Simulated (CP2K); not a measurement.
Rb in CP2K: convergence with smearing width

Rb:

```xyz
1
Lattice="5.0010 0.0000 0.0000 -1.8581 4.5998 0.0000 -1.4165 -2.2416 4.1451" Properties=species:S:1:pos:R:3 pbc="T T T"
Rb    0.1429    0.0169    0.0670
```

The cell isn't the ideal one: cell strained at random at fixed volume.

```yaml
Program: CP2K 2026.2
Task: single point
Functional: PBEsol
Potentials_or_basis: GTH_POTENTIALS Rb GTH-PBE-q9; DZVP-MOLOPT-SR-GTH basis
Density_cutoff: 6123 eV
k_mesh: 5 × 5 × 5
Occupations: fermi-dirac, width 0.5 eV
Spin: no spin polarisation
```

These are the settings of the first run; the series varies smearing width, with any setting tied to it.

Hardware: 1 thread of Intel(R) Xeon(R) Platinum 8488C (Sapphire Rapids), with other jobs on the host.

Q: The values tried are 0.5 eV, 0.3 eV, 0.2 eV, 0.1 eV, 0.05 eV, 0.025 eV, 0.01 eV, loosest first. From which on does the pressure stay within 0.1 GPa of the tightest run that finished?

A: From 0.3 eV on.

```csv
smearing width,"energy less the tightest run, at zero smearing (meV/atom)",pressure (GPa),SCF cycles,CPU time (s),peak memory (GiB)
0.5 eV,-11.32,0.03,12,25,0.36
0.3 eV,-1.33,-0.09,12,23,0.36
0.2 eV,-2.96,-0.14,12,24,0.37
0.1 eV,-3.17,-0.17,12,26,0.36
0.05 eV,-1.13,-0.17,12,25,0.37
0.025 eV,-0.17,-0.18,12,23,0.36
0.01 eV,0.00,-0.18,12,29,0.36
```

Against the tightest run, the energy stays within 1 meV/atom from 0.025 eV on. Narrower smearing needs a denser k mesh, so at a fixed mesh the narrowest width isn't the most accurate. The tightest run that finished is the yardstick and may itself not be fully converged.

Caveat, for the tightest run too: the potentials were made for another functional, which shifts forces and pressure; the basis of atomic orbitals isn't converged, which shifts pressures, moduli and gaps.
